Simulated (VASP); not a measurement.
# Si2Mo (I4/mmm) in VASP: notebook

Runs on Si2Mo. Level: PBE. Tasks: relaxation of cell and atoms, vibrations by finite differences.

All numbers are computed with VASP 6.6.1; they aren't measurements. Logs are shortened: lines on timing, memory, paths and dates and some standing lists are left out, and cuts for length are marked.

### Step 1. The structure

Symmetry: I4/mmm, No. 139, tetragonal system. The conventional cell has a = 3.200 Å, b = 3.200 Å, c = 7.861 Å, α = 90.00°, β = 90.00°, γ = 90.00°. Si (site symmetry 4mm) is surrounded by 5 Si at 2.61 to 2.63 Å and 5 Mo at 2.62 Å. Mo (site symmetry 4/mmm) has 10 Si at 2.62 Å as nearest neighbours.

### Step 2. Relaxation of cell and atoms, PBE

File INCAR:

```
ALGO     = Normal         # electronic algorithm
EDIFF    = 1E-7           # SCF threshold, eV
EDIFFG   = -0.002         # ionic threshold
ENCUT    = 350            # plane-wave cutoff, eV
GGA      = PE             # functional
IBRION   = 2              # ionic algorithm
ISIF     = 3              # what is computed and relaxed
ISMEAR   = 0              # smearing method
KPAR     = 4            
LASPH    = T              # aspherical terms in the spheres
LCHARG   = F              # write CHGCAR
LREAL    = F              # projectors in reciprocal space
LWAVE    = F              # write WAVECAR
NELM     = 60             # most SCF steps
NSW      = 80             # ionic steps
PREC     = Accurate       # precision mode
SIGMA    = 0.1            # smearing width, eV
```

File KPOINTS:

```
k-points
0
Gamma
  18 18 18
```

File POSCAR:

```
Si2Mo
1.0
   -1.6000000000      1.6000000000      3.9305000000
    1.6000000000     -1.6000000000      3.9305000000
    1.6000000000      1.6000000000     -3.9305000000
Si Mo
2 1
Direct
    0.3330000000      0.3330000000      0.0000000000
    0.6670000000      0.6670000000      0.0000000000
    0.0000000000      0.0000000000      0.0000000000
```

Potentials or basis: VASP PAW PBE potentials, release 64 (Si, Mo_sv).

On the command line:

```bash
> cat potpaw_PBE.64/Si/POTCAR potpaw_PBE.64/Mo_sv/POTCAR > POTCAR
> mpirun -np 4 vasp_std > vasp.out
```

OUTCAR:

```text
EDIFF = 1E-7
   EDIFFG = -0.002
   ENCUT = 350
   GGA = PE
   IBRION = 2
   ISIF = 3
   ISMEAR = 0
   LASPH = T
   LREAL = F
   NELM = 60
   NSW = 80
   PREC = Accurate

 ion  position               nearest neighbor table
   1  0.333  0.333  0.000-   2 2.61   2 2.61   2 2.61   2 2.61   3 2.62   3 2.62   3 2.62   3 2.62
                             3 2.62   2 2.63
   2  0.667  0.667  0.000-   1 2.61   1 2.61   1 2.61   1 2.61   3 2.62   3 2.62   3 2.62   3 2.62
                             3 2.62   1 2.63
   3  0.000  0.000  0.000-   2 2.62   1 2.62   2 2.62   1 2.62   2 2.62   1 2.62   1 2.62   2 2.62
                             1 2.62   2 2.62

  LATTYP: Found a body centered tetragonal cell.
 ALAT       =     3.2000000000
 C/A-ratio  =     2.4565625000

  Lattice vectors:

 A1 = (  -1.6000000000,   1.6000000000,   3.9305000000)
 A2 = (   1.6000000000,  -1.6000000000,   3.9305000000)
 A3 = (   1.6000000000,   1.6000000000,  -3.9305000000)

Analysis of symmetry for initial positions (statically):
=====================================================================
 Subroutine PRICEL returns:
 Original cell was already a primitive cell.

 Routine SETGRP: Setting up the symmetry group for a
 body centered tetragonal supercell.

 Subroutine GETGRP returns: Found 16 space group operations
 (whereof 16 operations were pure point group operations)
 out of a pool of 16 trial point group operations.

The static configuration has the point symmetry D_4h.

Analysis of symmetry for dynamics (positions and initial velocities):
=====================================================================
 Subroutine PRICEL returns:
 Original cell was already a primitive cell.

 Routine SETGRP: Setting up the symmetry group for a
 body centered tetragonal supercell.

 Subroutine GETGRP returns: Found 16 space group operations
 (whereof 16 operations were pure point group operations)
 out of a pool of 16 trial point group operations.

The dynamic configuration has the point symmetry D_4h.

 Subroutine INISYM returns: Found 16 space group operations
 (whereof 16 operations are pure point group operations),
 and found     1 'primitive' translations

----------------------------------------------------------------------------------------

                                     Primitive cell

  volume of cell :      40.2483

  direct lattice vectors                    reciprocal lattice vectors
[... 106 lines left out ...]
   IALGO  =     38    algorithm
   IMIX   =      4    mixing-type and parameters
     AMIX     =   0.40;   BMIX     =  1.00
     AMIX_MAG =   1.60;   BMIX_MAG =  1.00
  volume/ion in A,a.u.               =      13.42        90.54
  Fermi-wavevector in a.u.,A,eV,Ry     =   1.338546  2.529484 24.377614  1.791704
  Thomas-Fermi vector in A             =   2.467007
   LORBIT       =      0    0 simple, 1 ext, 2 COOP (PROOUT), +10 PAW based schemes
   GGA     = PE    functional components
   LHFCALC =     F    Hartree Fock is set to
   AEXX    =    0.0000 exact exchange contribution
   IVDW    =     0    specifies the selected vdW correction
   LEPSILON=     F    determine dielectric tensor
   LRPA    =     F    only Hartree local field effects (RPA)
 conjugate gradient relaxation of ions
 non-spin polarized calculation
 Gauss-broadening in eV      SIGMA  =   0.10
  energy-cutoff  :      350.00
  volume of cell :       40.25
 maximum number of plane-waves:       611
   NGX = 13   NGY = 13   NGZ = 13

--------------------------------------- Ionic step        1  -------------------------------------------

 number of electron      22.0000001 magnetization

 Free energy of the ion-electron system (eV)
  ---------------------------------------------------
  ext. energy  EPLUGINS =         0.00000000
  ---------------------------------------------------
  free energy    TOTEN  =       -23.24599658 eV

  energy without entropy =      -23.24490549  energy(sigma->0) =      -23.24545104

------------------------ aborting loop because EDIFF is reached ----------------------------------------

  FORCE on cell =-STRESS in cart. coord.  units (eV):
  Direction    XX          YY          ZZ          XY          YZ          ZX
  --------------------------------------------------------------------------------------
  -------------------------------------------------------------------------------------
  Total        0.5335989      0.5335989      0.2295347      0.0000000     -0.0000000     -0.0000000
  in kB       21.2411380     21.2411380      9.1371575      0.0000000     -0.0000000     -0.0000000
  external PRESSURE =      17.2064778 kB  Pullay stress =       0.0000000 kB
[... 209 lines left out ...]
--------------------------------------- Ionic step        7  -------------------------------------------

 number of electron      22.0000002 magnetization

 Free energy of the ion-electron system (eV)
  ---------------------------------------------------
  ext. energy  EPLUGINS =         0.00000000
  ---------------------------------------------------
  free energy    TOTEN  =       -23.25281739 eV

  energy without entropy =      -23.25166240  energy(sigma->0) =      -23.25223990

 E-fermi :  12.1112     XC(G=0): -12.3814

 val. band max:       12.1111073061   @ k =   0.0556   0.0556  -0.0000
 cond. band min:      12.1215218706   @ k =  -0.1111  -0.1111   0.0556
 fundamental gap:      0.0104145645
 Fermi energy:        12.1111584552

 k-point     1 :       0.0000    0.0000    0.0000
  band No.  band energies     occupation
      1     -48.6073      2.00000
      2     -22.7585      2.00000
      3     -22.6900      2.00000
      4     -22.6900      2.00000
      5      -1.2317      2.00000
      6       5.7895      2.00000
      7       8.6909      2.00000
      8       9.1117      2.00000
      9       9.5194      2.00000
     10       9.5194      2.00000
     11      12.4731      0.00000
     12      15.1980      0.00000
     13      15.3491      0.00000
     14      15.5962      0.00000
[... 401 lines left out ...]
      2     -22.7921      2.00000
      3     -22.7495      2.00000
      4     -22.6880      2.00000
      5      -0.3736      2.00000
      6       5.8224      2.00000
      7       7.1168      2.00000
      8       8.9264      2.00000
      9       9.5334      2.00000
     10      10.3096      2.00000
     11      10.8248      2.00000
     12      13.9081      0.00000
     13      14.2703      0.00000
     14      16.1719      0.00000
     15      16.4283      0.00000

 [... further k-points ...]
[... 5 lines left out ...]
  --------------------------------------------------------------------------------------
  -------------------------------------------------------------------------------------
  Total        0.0007797      0.0007797      0.0008924      0.0000000      0.0000000      0.0000000
  in kB        0.0307439      0.0307439      0.0351878      0.0000000      0.0000000      0.0000000
  external PRESSURE =       0.0322252 kB  Pullay stress =       0.0000000 kB
[... 18 lines left out ...]
  FREE ENERGIE OF THE ION-ELECTRON SYSTEM (eV)
  ---------------------------------------------------
  free  energy   TOTEN  =       -23.2528173909 eV

  energy  without entropy=      -23.2516624034  energy(sigma->0) =      -23.25223990

 reached required accuracy - stopping structural energy minimisation
```

It took 2.5 min on 4 MPI ranks of Intel Xeon 6975P-C (Granite Rapids), shared host; peak memory 0.29 GiB.

What came out:

| Quantity | Value |
| --- | --- |
| Free energy | -23.2528 eV |
| Relaxed volume | 13.54 Å³/atom |
| Relaxed cell | a = 4.543 Å, b = 4.543 Å, c = 4.543 Å, α = 138.57°, β = 138.57°, γ = 60.03° |
| Space group after relaxing (to 0.05 Å) | I4/mmm (No. 139) |
| Energy gained by relaxing | 2.3 meV/atom |
| Ionic steps | 7 |
| Pressure after relaxing | 0.0 GPa |
| Band gap on the k mesh | none (metal or under the smearing width) |

The path:
```csv
step,energy change (eV),largest force (eV/Å),pressure (GPa),volume (Å³)
1,0.0000,0.2785,1.72,40.25
2,-0.0033,0.0698,-2.31,41.09
3,-0.0053,0.1486,-0.81,40.77
4,-0.0066,0.0419,0.34,40.58
5,-0.0068,0.0112,0.02,40.63
6,-0.0068,0.0035,0.00,40.63
7,-0.0068,0.0003,0.00,40.63
```

Final structure:
```yaml
crystal:
  lattice:
    - [-1.60700, 1.60700, 3.93369]
    - [1.60700, -1.60700, 3.93369]
    - [1.60700, 1.60700, -3.93369]
  atoms:
    - { symbol: Si, position: [0.33503, 0.33503, 0.00000] }
    - { symbol: Si, position: [0.66497, 0.66497, 0.00000] }
    - { symbol: Mo, position: [0.00000, 0.00000, 0.00000] }
```

### Step 3. Relaxation of cell and atoms, PBE

This run uses another cell than the first one, of 13.54 Å³/atom, 1.010 times its volume.

INCAR is that of step 2.

KPOINTS is that of step 2.

File POSCAR:

```
Si2Mo                                   
1.0
   -1.6070000807      1.6070000807      3.9336881624
    1.6070000807     -1.6070000807      3.9336881624
    1.6070000807      1.6070000807     -3.9336881624
  Si              Mo            
     2     1
Direct
     0.3350250979710721    0.3350250979710721    0.0000000000000000
     0.6649749020289279    0.6649749020289279    0.0000000000000000
     0.0000000000000000    0.0000000000000000    0.0000000000000000
```

Potentials or basis: VASP PAW PBE potentials, release 64 (Si, Mo_sv).

On the command line:

```bash
> cat potpaw_PBE.64/Si/POTCAR potpaw_PBE.64/Mo_sv/POTCAR > POTCAR
> mpirun -np 4 vasp_std > vasp.out
```

Run time: 33 s. Hardware: 4 MPI ranks of Intel Xeon 6975P-C (Granite Rapids), shared host; peak memory 0.28 GiB.

The run converged. Its results:

```yaml
Free_energy: -23.2547 eV
Pressure_after_relaxing: 0.0 GPa
Band_gap_on_the_k_mesh: none (metal or under the smearing width)
```

Final structure:
```
Si Mo
1.0
    -1.60700    1.60700    3.93369
     1.60700   -1.60700    3.93369
     1.60700    1.60700   -3.93369
Si Mo
2 1
Cartesian
  0.0000 0.0000 2.6358
  0.0000 0.0000 5.2316
  0.0000 0.0000 0.0000
```

Levels at points of the mesh, in eV from the Fermi level:
```
           k point  band 9  band 10  band 11  band 12  band 13  band 14
(0.00, 0.00, 0.00)   -2.59    -2.59     0.36     3.09     3.24     3.48
(0.50, 0.00, 0.00)   -2.55    -2.53    -0.49     2.22     3.08     3.99
(0.50, 0.50, 0.00)   -4.40    -3.01    -1.21     2.27     2.68     3.10
(0.50, 0.50, 0.50)   -0.57    -0.57    -0.49    -0.49     0.49     4.70
```

Caveat: the relaxation stopped at its first step, so nothing moved.

### Step 4. Vibrations by finite differences, PBE

This run uses another cell than the first one, of 13.54 Å³/atom, 1.010 times its volume.

File INCAR:

```
SYSTEM = Si2Mo
PREC = Accurate
ENCUT = 350
EDIFF = 1E-8
ISMEAR = 0
SIGMA = 0.1
LREAL = .FALSE.
LASPH = .TRUE.
NELM = 60
ALGO = Normal
ISIF = 3
LWAVE = .FALSE.
LCHARG = .FALSE.
GGA = PE
NBANDS = 18
IBRION = 6
NFREE = 2
POTIM = 0.015
NSW = 1
KPAR = 4
```

File KPOINTS:

```
regular mesh
0
G
  18 18 18
  0 0 0
```

File POSCAR:

```
Si2Mo                                   
1.0
   -1.6070000807      1.6070000807      3.9336881624
    1.6070000807     -1.6070000807      3.9336881624
    1.6070000807      1.6070000807     -3.9336881624
  Si              Mo            
     2     1
Direct
     0.3350250979710694    0.3350250979710694    0.0000000000000000
     0.6649749020289306    0.6649749020289306    0.0000000000000000
     0.0000000000000000    0.0000000000000000    0.0000000000000000
```

On the command line:

```bash
> cat potpaw_PBE.64/Si/POTCAR potpaw_PBE.64/Mo_sv/POTCAR > POTCAR
> mpirun -np 4 vasp_std > vasp.out
```

It took 17 min on 4 MPI ranks of Intel Xeon 6975P-C (Granite Rapids), shared host; peak memory 0.99 GiB.

The run converged. Its results:

| Quantity | Value |
| --- | --- |
| Voigt bulk modulus | 208 GPa |
| Highest phonon frequency at Γ | 426 cm⁻¹ |

Phonon frequencies in cm⁻¹ (negative: imaginary):
```csv
q point,frequencies
"(0.000, 0.000, 0.000)",0 0 0 269 269 312 322 322 426
```

Elastic tensor in Voigt notation (GPa, in the Cartesian axes of the cell as first typed):
```
398 110  88   0   0   0
110 398  88   0   0   0
 88  88 498   0   0   0
  0   0   0 196   0   0
  0   0   0   0 196   0
  0   0   0   0   0 191
```

Clamped-ion elastic tensor (GPa):
```
400 111  91   0   0   0
111 400  91   0   0   0
 91  91 503   0   0   0
  0   0   0 198   0   0
  0   0   0   0 198   0
  0   0   0   0   0 191
```

Caveat: elastic constants of metals need much finer meshes, so these are rough.
